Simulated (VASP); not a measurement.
**BN: NMR shieldings**

Aim: NMR shielding tensors and field gradients of BN. The cell is of the wurtzite type, one of the forms listed for this formula, which need not be the common one. The start is a cell from a database of measured crystal structures.

Method: PBE; plane waves and PAW (N, B), in the first sound run; inputs show where later runs differ, in VASP 6.6.1.

Report form: the programs' logs are mostly left out.

The database entry behind the starting cell has ideal inner coordinates that were not refined, so it need not match the best structure at ambient conditions.

### Step 1. The structure

The structure is hexagonal, space group P6_3mc (No. 186). Conventional cell: a = 2.536 Å, b = 2.536 Å, c = 4.199 Å, α = 90.00°, β = 90.00°, γ = 120.00°. Nearest to N lie 4 B at 1.56 to 1.57 Å. Nearest to B lie 4 N at 1.56 to 1.57 Å. Farther neighbours and most contacts between anions are not listed.

### Step 2. Ground state

The next steps need an insulator, so the gap is checked first.

File INCAR:

```
SYSTEM = BN
PREC = Accurate
ENCUT = 520
EDIFF = 1E-07
NELM = 100
ISMEAR = 0
SIGMA = 0.01
LREAL = .FALSE.
ALGO = Normal
GGA = PE
NBANDS = 14
LORBIT = 11
LWAVE = .FALSE.
LCHARG = .FALSE.
KPAR = 2
```

File POSCAR:

```
BN
1.0
    2.5360000000      0.0000000000      0.0000000000
   -1.2680000000      2.1962404240      0.0000000000
    0.0000000000      0.0000000000      4.1990000000
N B
2 2
Direct
    0.3333333333      0.6666666667      0.8750000000
    0.6666666667      0.3333333333      0.3750000000
    0.3333333333      0.6666666667      0.5000000000
    0.6666666667      0.3333333333      0.0000000000
```

File KPOINTS:

```
Automatic mesh
0
Gamma
8 8 5
0 0 0
```

PAW data sets: N and B (PBE family, release 64).

Command:

```sh
$ mpirun -np 2 vasp_std
```

It took 4.6 s on 2 MPI ranks of AMD EPYC 7R43, shared host; peak memory 0.19 GiB; 7.3 s of CPU time.

The gap is read on the k-mesh alone, so it is an upper bound where the band edges lie off the mesh.

A gap read on the k-mesh alone can miss the band edges.

Numbers from this step:

- free energy (TOTEN): -34.82 eV
- Fermi energy: 7.739 eV
- pressure: 8.277 GPa
- gap on the k-mesh: 5.521 eV
- least direct gap on the k-mesh: 8.352 eV

The cell has a gap of 5.52 eV on this mesh and a pressure of +8.3 GPa, which holds the misfit of the given cell and coordinates with this functional, and any error of cutoff, mesh and data sets. Forces of up to 0.059 eV/Å remain in these settings.

### Step 3. Shielding tensors

This step: chemical shifts by linear response (GIPAW), PBE; plane waves and PAW (N, B) (VASP 6.6.1).

LCHIMAG computes the induced currents by linear response. It needs tightly converged orbitals and a cutoff well above the default; LEFG adds the field gradients at no cost.

File INCAR:

```
SYSTEM = BN
PREC = Accurate
ENCUT = 560
EDIFF = 1E-09
NELM = 100
ISMEAR = 0
SIGMA = 0.01
LREAL = .FALSE.
ALGO = Normal
GGA = PE
NBANDS = 14
LWAVE = .FALSE.
LCHARG = .FALSE.
KPAR = 2
LCHIMAG = .TRUE.
LEFG = .TRUE.
DQ = 0.001
ICHIBARE = 1
LNMR_SYM_RED = .TRUE.
```

POSCAR is that of step 2.

File KPOINTS:

```
Automatic mesh
0
Gamma
9 9 5
0 0 0
```

Command:

```sh
$ mpirun -np 2 vasp_std
```

It took 4.4 min on 2 MPI ranks; peak memory 0.44 GiB; 8.1 min of CPU time.

The atoms bear forces, and field gradients depend strongly on their positions.

Numbers from this step:

```yaml
fermi_energy: 7.775 eV
pressure: 8.139 GPa
gap_on_the_k_mesh: 5.200 eV
least_direct_gap_on_the_k_mesh: 8.348 eV
```

Valence and core; the G = 0 term is that of a spherical sample. NMR shielding, by row:

```csv
atom,isotropic shielding (ppm),span (ppm),skew,isotropic shielding without the G = 0 term (ppm)
N1,203.5,30.26,0.9995,189.5
N2,203.5,30.26,0.9995,189.5
B3,96.98,0.0583,0.769,82.97
B4,96.98,0.0583,0.769,82.97
```

Ordered as |Vzz| ≥ |Vxx| ≥ |Vyy|, the program's way. Electric field gradients, by row:

```csv
atom,Vxx (V/Å²),Vyy (V/Å²),Vzz (V/Å²),asymmetry
N1,-2.404,-2.401,4.805,0
N2,-2.404,-2.401,4.805,0
B3,-0.588,-0.588,1.175,0
B4,-0.588,-0.588,1.175,0
```

### Step 4. Another functional, PAW release LDA 64

This step: chemical shifts by linear response (GIPAW), LDA; plane waves and PAW (N, B) (VASP 6.6.1).

The functional is changed, to see how much the shieldings depend on it.

INCAR, as its differences from that of step 3:

```diff
@@ -9,3 +9,3 @@
 ALGO = Normal
-GGA = PE
+GGA = CA
 NBANDS = 14
```

POSCAR is that of step 3.

KPOINTS is that of step 3.

Potentials, in the order of the species: N and B (LDA family, release 64).

Command:

```sh
$ mpirun -np 2 vasp_std
```

Run time: 4.1 min. Hardware: 2 MPI ranks; peak memory 0.43 GiB; 8.1 min of CPU time.

This step gave:

* free energy (TOTEN): -38.75 eV
* Fermi energy: 7.731 eV
* pressure: -5.322 GPa
* gap on the k-mesh: 4.968 eV
* least direct gap on the k-mesh: 8.221 eV

Valence and core; the G = 0 term is that of a spherical sample. NMR shielding, by row:

```csv
atom,isotropic shielding (ppm),span (ppm),skew,isotropic shielding without the G = 0 term (ppm)
N1,199.4,33.02,0.9996,185.3
N2,199.4,33.02,0.9996,185.3
B3,94.38,0.3838,0.9608,80.28
B4,94.38,0.3838,0.9608,80.28
```

Ordered as |Vzz| ≥ |Vxx| ≥ |Vyy|, the program's way. Electric field gradients, by row:

```csv
atom,Vxx (V/Å²),Vyy (V/Å²),Vzz (V/Å²),asymmetry
N1,-2.415,-2.413,4.828,0
N2,-2.415,-2.413,4.828,0
B3,-0.572,-0.572,1.143,0
B4,-0.572,-0.572,1.143,0
```

Against the first shielding run the largest change is -4.2 ppm, on N1.

### Step 5. Summary

This step: chemical shifts by linear response (GIPAW), PBE, LDA; plane waves and PAW (VASP 6.6.1).

No new run; the numbers come from the runs before.

Isotropic shieldings. Cost is wall time times ranks on a shared host. Shieldings by setting:

```csv
run,ENCUT (eV),k mesh,"N1, Wyckoff letter b (ppm)","B3, Wyckoff letter b (ppm)",cost (core minutes)
first shielding run,560,9x9x5,203.5,96.98,8.83
another functional,560,9x9x5,199.4,94.38,8.17
```

### Step 6. What came out

```
N, isotropic shielding : 203.5 ppm
B, isotropic shielding : 97 ppm
```

At PBE, in the first shielding run, the isotropic shieldings are N 203.5 ppm; B 97 ppm. In the first shielding run the widest tensor is that of N1, with a span (largest less smallest principal value) of 30.3 ppm. The largest field gradient of that run is Vzz = 4.80 V/Å² at N1. Against the first shielding run, the one with another functional moves the shieldings by at most 4.2 ppm. Shifts were not obtained, since a shift is the shielding of a reference compound, computed alike, less these values. The G = 0 term is the part set by the sample's shape, taken here for a sphere. No finer mesh was run, so convergence in it isn't shown. VASP's guide advises LASPH and NLSPLINE for shieldings, which this input doesn't set; the effect wasn't tested. The cell is of the wurtzite type, one of the forms listed for this formula, which need not be the common one. The given cell is kept, although it stands at +8.1 GPa at PBE and ENCUT = 560 eV, which holds the mismatch of the given cell with this functional, any error of the entry itself and any basis-set error. The atoms weren't relaxed and carry forces of up to 0.059 eV/Å at PBE in the first shielding run, so the numbers belong to the given coordinates, and a relaxation would change them.

[Lines on the potential files, build, host, timing and source positions are cut from VASP's logs without a mark.]

[Logs are printed without paths, hosts, clocks, repeated set-up lines and the standing remarks that a program may print on its own settings, such as how far it seeks lower states.]

[Hosts, paths, dates, database ids (printed as entryN), source tags and the programs' standing remarks are cut or masked in the printed files.]
